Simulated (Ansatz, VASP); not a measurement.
# Y in VASP and in Ansatz

```xyz
4
Lattice="3.6474 0.0000 0.0000 -1.8237 3.1587 0.0000 0.0000 0.0000 24.5959" Properties=species:S:1:pos:R:3 pbc="T T T"
Y     0.0000    2.1058    8.0000
Y     1.8237    1.0529   10.8653
Y     0.0000    2.1058   13.7306
Y     1.8237    1.0529   16.5959
```

The slab is cut from a database's or a generator's crystal, which needn't be the stable form of the element.

Alike in both runs: task single point; functional PBE; k mesh 5 × 5 × 1; occupations fermi-dirac, width 0.05 eV; no spin polarisation.

|  | VASP | Ansatz |
| --- | --- | --- |
| version | VASP 6.6.1 | Ansatz 0.2.0 |
| potentials or method | VASP PAW PBE potentials, release 64 (Y_sv) | plane waves, PAW |
| plane-wave cutoff (eV) | 520 | 422 |
| valence electrons in the cell | 44 | 44 |

```csv
,VASP,Ansatz,Ansatz less VASP
gap on the k mesh at the Fermi level (eV),none,none,-
rms of the force components (eV/Å),0.100,0.098,-0.0023
```

Atom by atom the forces differ by 0.003 eV/Å (rms over components). A gap of «none» marks a metal or a gap that the smearing closes. Ansatz warned: «structure_snapped_to_symmetry».

Caveats: the k mesh is coarse (spacing up to 0.40 Å⁻¹), so the values aren't converged.
